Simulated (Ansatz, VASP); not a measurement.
Two plane-wave programs on MoH4

```
H Mo
1.0
     2.78318    0.00000    0.00000
     0.00000    2.78318    0.00000
     0.00000    0.00000    5.86326
H Mo
4 1
Direct
  0.50000 0.00000 0.21385
  0.00000 0.50000 0.78615
  0.50000 0.00000 0.78615
  0.00000 0.50000 0.21385
  0.00000 0.00000 0.00000
```

Change from the starting cell: ordered vacancies on the cation sites of fluorite (P4/mmm, No. 123).

Alike in both runs: task relaxation of cell and atoms; functional PBE; k mesh 14 × 14 × 6; occupations gaussian, width 0.1 eV; no spin polarisation.

```csv
,VASP,Ansatz
version,VASP 6.6.1,Ansatz 0.2.0
potentials or method,"VASP PAW PBE potentials, release 64 (H, Mo_sv)","scalar-relativistic, plane waves, PAW"
plane-wave cutoff (eV),600,420
valence electrons in the cell,18,18
```

|  | VASP | Ansatz | Ansatz less VASP |
| --- | --- | --- | --- |
| gap on the k mesh at the Fermi level, each at its own relaxed structure (eV) | none | none | - |
| relaxed volume (Å³/atom) | 9.09 | 9.23 | +0.139 |
| relaxed cell length with the largest relative difference (Å) | 5.843 | 5.932 | +0.0899 |

A gap of «none» marks a metal or a gap that the smearing closes.
